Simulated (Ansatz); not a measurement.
## V_Mg in MgS (F-43m): which k-points does the level need?

Aim: the (−1/−2) level of V_Mg in MgS (F-43m) as a function of the k-point sampling, with the cost of each choice. The model is a cell of 32 host atoms with 1 Mg taken out; the atoms are relaxed once and then held.

Calculated with Ansatz 0.2.0; plane-wave PAW DFT; relaxations with PBEsol, then single points with PBEsol, on supercells at fixed charge in a uniform background.

## Step 1: The starting structure

The cell holds 31 atoms: 15 Mg and 16 S. Its edges and angles: a = 9.789 Å, b = 9.789 Å, c = 9.789 Å, α = 109.5°, β = 109.5°, γ = 109.5°. It derives from MgS (space group F-43m). Nearest the centre at fractional (0.250, 0.500, 0.250): S22 at 2.45 Å, S17 at 2.45 Å, S26 at 2.45 Å, S23 at 2.45 Å, Mg3 at 4.00 Å, Mg4 at 4.00 Å, Mg6 at 4.00 Å, Mg9 at 4.00 Å. The cell carries charge −2.

The host's dielectric constants go in as inputs: 4.14 for the electrons alone, 6.69 with the ions, from a response run on this crystal (DFPT, PBEsol) at that run's own cell.

The cell's shortest repeat is 9.8 Å.

## Step 2: Relaxing both charge states, PBEsol

The study needs fixed structures, so each charge is relaxed once, at one point at (¼, ¼, ¼), from small random displacements that break the symmetry of the site.

Contents of qm2.relax/input.yaml:

```yaml
crystal:
  lattice:
    - [-5.6515324, 5.6515324, -5.6515324]
    - [5.6515324, 5.6515324, 5.6515324]
    - [5.6515324, -5.6515324, -5.6515324]
  atoms:
    - { symbol: Mg, position: [0.0, 0.0, 0.0] }
    - { symbol: Mg, position: [0.0, 0.25, 0.75] }
    - { symbol: Mg, position: [0.0, 0.5, 0.5] }
    - { symbol: Mg, position: [0.0, 0.75, 0.25] }
    - { symbol: Mg, position: [0.25, 0.0, 0.75] }
    - { symbol: Mg, position: [0.25, 0.25, 0.5] }
    - { symbol: Mg, position: [0.25, 0.5, 0.25] }
    - { symbol: Mg, position: [0.25, 0.75, 0.0] }
    - { symbol: Mg, position: [0.5, 0.0, 0.5] }
    - { symbol: Mg, position: [0.5, 0.25, 0.25] }
    - { symbol: Mg, position: [0.5, 0.5, 0.0] }
    - { symbol: Mg, position: [0.5, 0.75, 0.75] }
    - { symbol: Mg, position: [0.75, 0.0, 0.25] }
    - { symbol: Mg, position: [0.75, 0.25, 0.0] }
    - { symbol: Mg, position: [0.75, 0.5, 0.75] }
    - { symbol: Mg, position: [0.75, 0.75, 0.5] }
    - { symbol: S, position: [0.0, 0.0, 0.25] }
    - { symbol: S, position: [0.0, 0.25, 0.0] }
    - { symbol: S, position: [0.0, 0.5, 0.75] }
    - { symbol: S, position: [0.0, 0.75, 0.5] }
    - { symbol: S, position: [0.25, 0.0, 0.0] }
    - { symbol: S, position: [0.25, 0.25, 0.75] }
    - { symbol: S, position: [0.25, 0.5, 0.5] }
    - { symbol: S, position: [0.25, 0.75, 0.25] }
    - { symbol: S, position: [0.5, 0.0, 0.75] }
    - { symbol: S, position: [0.5, 0.25, 0.5] }
    - { symbol: S, position: [0.5, 0.5, 0.25] }
    - { symbol: S, position: [0.5, 0.75, 0.0] }
    - { symbol: S, position: [0.75, 0.0, 0.5] }
    - { symbol: S, position: [0.75, 0.25, 0.25] }
    - { symbol: S, position: [0.75, 0.5, 0.0] }
    - { symbol: S, position: [0.75, 0.75, 0.75] }
  supercell: [1, 1, 1]
  defects: [{ vacancy: 6 }]
total_charge: -2
basis:
  ecutwfc: 420
  xc_grid: 2
hamiltonian:
  xc: pbesol
kpoints:
  mp_grid: { grid: [1, 1, 1], shift: [0.25, 0.25, 0.25] }
scf:
  occupations: { method: fixed }
  max_iter: 100
output:
  forces: true
  charged_corrections:
    epsilon: 4.14
    static_epsilon: 6.69
    defect_position: [0.25, 0.5, 0.25]
relax:
  f_tol: 0.02
  max_steps: 60
  random_displacement: { amplitude: 0.05, seed: 6191 }
checkpoint:
  write: "../qm2.relax.run"
  compress: false
  write_wavefunctions: true
  write_every: 100000
```

The run is started by

```console
> ansatz run input.yaml --threads 4 --pin off --max-ram 9420MiB --backend cpu --events-out ev --progress --plain --runs-dir out
```

Numbers of over 12 decimals in the logs are rounded to 6 here.

Log:

```text
[... repeated set-up lines and file paths are left out, and long positions are rounded to six places ...]
Engine: ansatz 0.2.0, x86_64-unknown-linux-gnu
Pseudopotentials: kind: paw
Pseudopotential: Mg, paw, valence charge 10, recommended cutoff 420 eV (normal), Mg.paw.azcp
Pseudopotential: S, paw, valence charge 6, recommended cutoff 420 eV (normal), S.paw.azcp
Functional definition: PBEsol
  exchange = pbesol_x
  correlation = pbesol_c
Crystal: 31 atoms, lattice volume = 722.036 Å³
Basis set: ecut = 420 eV, 14171 PW (Γ), exchange–correlation on 144×144×144 points (8 copies of the dense FFT grid, shifted against one another)
Bands: 155, of which v1, the nominal top of the filled ones, is band 124 counted from 1 (123 counted from 0)
Symmetry: 1 space group operations
k-points: 1
Non-local potential: Mg, projectors of the file, l = 0: 3, l = 1: 2, l = 2: 1
Non-local potential: S, projectors of the file, l = 0: 2, l = 1: 2, l = 2: 2
PAW form: soft (Blöchl's): semilocal exchange-correlation on the pseudo side does not see the compensation charge
PAW frozen core: Mg, regenerated for the run's functional, and the local potential with it (the file was generated under x = pbe(κ = 0.804, μ = 0.219515), c = pbe(β = 0.066725))
PAW frozen core: S, regenerated for the run's functional, and the local potential with it (the file was generated under x = pbe(κ = 0.804, μ = 0.219515), c = pbe(β = 0.066725))
PAW one-centre angular grid: Mg, 110 points (default); XC on 64 Gauss nodes
PAW one-centre angular grid: S, 110 points (default); XC on 64 Gauss nodes
Initial density: superposition of atomic densities (neutral atoms scaled as one to the charged cell's electrons: chi_scale 0, normalization atom), corrected by the library's trained network
Initial wavefunctions: pseudopotential atomic-orbital guess
Functional: x = pbesol(κ = 0.804, μ = 0.123457), c = pbesol(β = 0.046)
SCF iter   1: F=—  HF=-42871.454544 eV  |F-HF|=—  |Δ(HF+E_count)|=         —  Δρ=1.72e-2  dr2=2.08e0  ethr=1.77e-3  ⟨swp⟩=5.0  Hψ=461  notcnv=0  defer=19
preconditioner: auto → Resta (q_TF=auto, 2.283 Å⁻¹)  ε∞=3.6  [insulator: Δε(μ)=4.286 eV  Ē_g=9.643 eV  n_scr=140 (ndim 8)  ℏωp=15.6 eV  f_vac=0.025  ε∞_Penn≈3.6]
SCF iter   2: F=—  HF=-42870.672695 eV  |F-HF|=—  |Δ(HF+E_count)|=   7.82e-1  Δρ=7.42e-3  dr2=4.76e-1  ethr=8.40e-4  ⟨swp⟩=3.0  Hψ=283  notcnv=0  defer=24
SCF iter   3: F=—  HF=-42870.472195 eV  |F-HF|=—  |Δ(HF+E_count)|=   2.01e-1  Δρ=1.58e-3  dr2=3.73e-2  ethr=1.92e-4  ⟨swp⟩=3.0  Hψ=267  notcnv=0  defer=28
SCF iter   4: F=—  HF=-42870.460827 eV  |F-HF|=—  |Δ(HF+E_count)|=   1.14e-2  Δρ=3.93e-4  dr2=1.50e-3  ethr=1.50e-5  ⟨swp⟩=3.0  Hψ=221  notcnv=0  defer=29
SCF iter   5: F=—  HF=-42870.461709 eV  |F-HF|=—  |Δ(HF+E_count)|=   8.82e-4  Δρ=1.23e-4  dr2=1.19e-4  ethr=6.06e-7  ⟨swp⟩=2.0  Hψ=188  notcnv=0  defer=29
SCF iter   6: F=-42870.461786 eV  HF=-42870.461780 eV  |F-HF|=5.62e-6  |Δ(HF+E_count)|=   7.14e-5  Δρ=2.90e-5  dr2=5.59e-6  ethr=4.03e-9  ⟨swp⟩=3.0  Hψ=592  notcnv=0
SCF 1 converged in 6 iterations: F = -42870.461786 eV  dr2 = 5.59e-6
[...]
relax step   1: F+E_penalty+E_count = -42870.46178604 eV  Δ(F+E_penalty+E_count) = +0.000e0 eV  max|allowed force component| = 7.537e-1 eV/Å  Δτ_max = 0.0000 Å  (6 SCF iters, dr2 threshold 1.00e-5 eV, accepted)
[...]
relax step   2: F+E_penalty+E_count = -42870.93721434 eV  Δ(F+E_penalty+E_count) = -4.754e-1 eV  max|allowed force component| = 2.334e-1 eV/Å  Δτ_max = 0.0775 Å  (5 SCF iters, dr2 threshold 3.55e-5 eV, accepted)
[...]
relax step   4: F+E_penalty+E_count = -42870.99594998 eV  Δ(F+E_penalty+E_count) = -3.069e-7 eV  max|allowed force component| = 8.432e-3 eV/Å  Δτ_max = 0.0000 Å  (3 SCF iters, accepted)
NSCF: frozen V_eff on 1 k-points
[...]
SCF converged after 3 iterations
Free energy (F): -42870.995950 eV
Harris-Foulkes:  -42870.995950 eV  (|F-HF|=1.87e-8)
Internal energy: -42870.995950 eV  (E = F + TS)
E sigma→0 (E₀):  -42870.995950 eV
Fermi energy:    3.427675 eV
--- Per-component energies (eV) ---
  E_band       = -5608.515926
  E_kinetic    = 2881.054848
  E_local      = -28986.687880  (includes V_loc(G=0)·N_el)
  E_nonlocal   = 1897.929938
  E_hartree    = 10532.911940
  E_xc         = -1994.664301
  E_vxc        = -1990.395107  (∫ρ·V_xc dr)
  E_paw        = -13564.110373  (= ΣΔE_a)
  E_vpaw       = -476.238760  (= ΣTr[D̂ρ^β])
  E_aug_tail   = -0.000033  (compensation charges beyond the density's cutoff)
  E_ewald      = -13639.304213
  E_core_change = 1.874123  (= ΣΔE_core)
  E_smearing   = -0.000000  (= −TS)
  E_closure    = 0.000000  (closes the sum)
  E_deformation_potential = -20.388758  (in the stress; not in F)
  Σ components = -42870.995950   (vs F -42870.995950, Δ=0.00e0)
--- Forces (eV/Å), atoms counted from 1 ---
  atom   1  Mg    -0.00160896     0.00087172    -0.00613126
  atom   2  Mg    -0.00344808     0.00352366     0.00323813
  atom   3  Mg     0.00011826    -0.00036167     0.00606966
  atom   4  Mg     0.00050202    -0.00356904     0.00042250
  atom   5  Mg    -0.00214264    -0.00076883    -0.00245900
  atom   6  Mg    -0.00394681    -0.00000575    -0.00088299
  atom   7  Mg    -0.00451199     0.00072298     0.00351812
  atom   8  Mg     0.00381121     0.00174207    -0.00304357
  atom   9  Mg    -0.00076778    -0.00588498    -0.00307255
  atom  10  Mg     0.00034099     0.00007785     0.00843083
  atom  11  Mg    -0.00270075     0.00776079    -0.00216520
  atom  12  Mg    -0.00042413    -0.00152389    -0.00096135
  atom  13  Mg     0.00665594    -0.00093495     0.00304219
  atom  14  Mg     0.00114806    -0.00028879    -0.00146275
[...]
atom  27  S      0.00165434    -0.00467289     0.00064901
  atom  28  S     -0.00087753    -0.00136163     0.00117882
  atom  29  S      0.00045977     0.00106295     0.00149939
  atom  30  S      0.00219137    -0.00091383    -0.00261023
  atom  31  S     -0.00080571    -0.00045025     0.00053217
  max |Σ_I F_I| component: 2.18e-5 eV/Å
--- Charged-cell corrections in eV (Makov–Payne, q = -2.000 e, ε = 6.690) ---
  F (periodic)     = -42870.995950  (uncorrected; the corrections below are reported, never added to it)
  E_corr1          = +1.386020  (monopole, q²α_M/2εL)
  F Makov-Payne    = -42869.609930  (F + E_corr1; no measured alignment; for a localised charge, not one spread in a band: unchecked)
  no potential alignment in this run, which stands beside a crystal: run the host's input off ansatz write-host-input, and read the two finished runs by ansatz place-levels (neither reads a slab, a wire or a sheet, whose cell leaves a vacuum)
--- Band table (eV) ---
  k-point 0: bands = ["-70.8376", "-70.8374", "-70.8374", "-70.6539", [... 147 left out ...] "10.1104", "10.4988", "10.4993", "10.4996"]
--- Relaxed structure (4 steps of the walk, 4 accepted, 0 SCFs on fresh bases) ---
  F+E_penalty+E_count = -42870.99594998 eV   max|allowed force component| = 8.432e-3 eV/Å
  atoms:
    - { symbol: Mg, position: [-0.001004, 0.006735, -0.001301] }
    - { symbol: Mg, position: [-0.000597, 0.249908, 0.756314] }
    - { symbol: Mg, position: [0.006445, 0.499689, 0.498823] }
    - { symbol: Mg, position: [0.006276, 0.749496, 0.248721] }
    - { symbol: Mg, position: [0.249017, -0.000224, 0.748680] }
    - { symbol: Mg, position: [0.249141, 0.256827, 0.498533] }
    - { symbol: Mg, position: [0.249319, 0.749669, 0.006095] }
    - { symbol: Mg, position: [0.492016, -0.007677, 0.491569] }
    - { symbol: Mg, position: [0.498971, 0.256807, 0.248534] }
    - { symbol: Mg, position: [0.499334, 0.499638, 0.005980] }
    - { symbol: Mg, position: [0.491665, 0.742416, 0.741482] }
    - { symbol: Mg, position: [0.749248, -0.000208, 0.248916] }
    - { symbol: Mg, position: [0.756520, 0.249600, -0.001172] }
    - { symbol: Mg, position: [0.749034, 0.499597, 0.748526] }
    - { symbol: Mg, position: [0.741701, 0.742293, 0.491435] }
    - { symbol: S, position: [-0.001585, -0.000950, 0.248726] }
    - { symbol: S, position: [-0.001554, 0.248811, -0.001915] }
    - { symbol: S, position: [-0.001472, 0.499748, 0.748365] }
    - { symbol: S, position: [-0.000776, 0.750302, 0.499433] }
    - { symbol: S, position: [0.249001, -0.000956, -0.002068] }
    - { symbol: S, position: [0.249200, 0.249118, 0.748157] }
    - { symbol: S, position: [0.249104, 0.499606, 0.499459] }
    - { symbol: S, position: [0.249142, 0.750625, 0.248797] }
    - { symbol: S, position: [0.498909, 0.000218, 0.749308] }
    - { symbol: S, position: [0.499793, 0.249708, 0.499242] }
    - { symbol: S, position: [0.499848, 0.499576, 0.248595] }
    - { symbol: S, position: [0.500010, 0.750397, -0.000964] }
    - { symbol: S, position: [0.749838, 0.000271, 0.498793] }
    - { symbol: S, position: [0.748676, 0.249034, 0.248817] }
    - { symbol: S, position: [0.748702, 0.499504, -0.002109] }
    - { symbol: S, position: [0.749405, 0.749420, 0.749155] }
```

Run time: 17 s. Hardware: 4 threads of Intel Xeon Platinum 8259CL at 2.50GHz (Skylake/Cascade Lake), shared host; peak memory 1 GiB.

The steps of the relaxation:

| step | energy less that of the first step (eV) | largest force component (eV/Å) |
| --- | --- | --- |
| 1 | 0.0000 | 0.7537 |
| 2 | -0.4754 | 0.2334 |
| 3 | -0.5342 | 0.0084 |
| 4 | -0.5342 | 0.0084 |

The atoms that moved most (Å, from the sites as typed, ahead of the random displacement, the mean shift of all atoms taken out):

```csv
atom,dx,dy,dz,length
Mg2,0.043,-0.040,-0.043,0.072
Mg13,-0.041,0.041,-0.042,0.072
Mg15,-0.041,-0.042,0.042,0.072
Mg11,-0.040,-0.042,0.042,0.072
Mg7,0.041,-0.040,-0.042,0.071
Mg9,0.040,0.041,0.043,0.071
Mg3,-0.041,0.041,-0.042,0.071
Mg6,0.039,0.042,0.042,0.071
```

Final coordinates:

```xyz
31
Lattice="-5.6515 5.6515 -5.6515 5.6515 5.6515 5.6515 5.6515 -5.6515 -5.6515" Properties=species:S:1:pos:R:3 pbc="T T T"
Mg    0.0364    0.0397    0.0511
Mg    5.6901   -2.8653   -2.8586
Mg    5.6067    0.0413   -0.0315
Mg    5.6060    2.8656    2.7947
Mg    2.8226   -2.8251   -5.6398
Mg    2.8609    0.0420   -2.7740
Mg    2.8622    5.6114    2.7933
Mg   -0.0459   -0.0409   -5.6021
Mg    0.0360    2.8667   -2.7732
Mg    0.0355    5.6119   -0.0321
Mg    5.6076    2.7839   -2.7734
Mg   -2.8288    2.8265   -5.6423
Mg   -2.8715    5.6927   -2.8582
Mg    2.8206    2.8264   -5.6400
Mg    2.7807    5.6095   -2.7740
S     1.4093   -1.4200   -1.4021
S     1.4041    1.4082    1.4258
S     7.0621   -1.4134   -1.3967
S     7.0673    1.4134    1.4222
S    -1.4243    1.4135   -1.4010
S     4.2278   -1.4120   -4.2287
S     4.2384    1.4087   -1.4070
S     4.2402    4.2441    1.4281
S     1.4164   -1.4139   -7.0531
S     1.4081    1.4143   -4.2348
S     1.4034    4.2433   -1.4065
S     1.4096    7.0722    1.4205
S    -1.4173    1.4203   -7.0551
S    -1.4175    4.2324   -4.2299
S    -1.4203    7.0662   -1.3964
S     4.2340    4.2368   -4.2338
```

Neighbours of the ideal centre at the end:

```csv
atom,distance (Å)
S22,2.446
S26,2.452
S23,2.460
S17,2.462
Mg11,3.928
Mg6,3.930
Mg15,3.930
Mg9,3.934
Mg8,3.935
Mg3,3.935
Mg4,3.942
Mg1,3.943
Mg10,3.943
Mg13,3.944
Mg7,3.945
Mg2,3.946
```

```
charge  moment set (μB)  steps  largest displacement (Å)     time
    −2                0      4                      0.07     17 s
    −1                1      7                      0.07  1.7 min
```

The relaxation ends 17 meV an atom lower than the displaced start, with a largest force component of 0.0084 eV/Å.

(Part 1 of 2 ends here.)

[Logs are printed without paths, hosts, clocks, repeated set-up lines and the standing remarks that a program may print on its own settings, such as how far it seeks lower states.]

[Hosts, paths, dates, database ids (printed as entryN), source tags and the programs' standing remarks are cut or masked in the printed files.]

[Where a table of states has a column of steps, it counts the stored structures, which are thinned; the runs took as many ionic steps or more.]

[For some hosts the program warned that the k-mesh of the response run may be too coarse for force constants and the static dielectric constant; such warnings are not shown here.]
